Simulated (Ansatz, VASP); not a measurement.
# Ru in VASP and in Ansatz

```xyz
1
Lattice="0.0000 1.9406 1.9406 1.9406 0.0000 1.9406 1.9406 1.9406 0.0000" Properties=species:S:1:pos:R:3 pbc="T T T"
Ru    0.0000    0.0000    0.0000
```

Alike in both runs: task single point; functional RPBE; k mesh 16 × 16 × 16; occupations fermi-dirac, width 0.1 eV; no spin polarisation.

|  | VASP | Ansatz |
| --- | --- | --- |
| version | VASP 6.6.1 | Ansatz 0.2.0 |
| potentials or method | VASP PAW PBE potentials, release 64 (Ru_pv) | plane waves (420 eV) with PAW, scalar-relativistic |
| plane-wave cutoff (eV) | 520 | 420 |
| valence electrons in the cell | 14 | 16 |

Ansatz gave:

| Property | Result |
| --- | --- |
| pressure (GPa) | -10.3 |

Q: Which values does VASP return?

A: Pressure (GPa): -10.4.

The two sets of potentials don't hold the same shells in valence.

Caveats: the PAW data sets were made with another functional, which shifts forces and pressure a little (VASP).
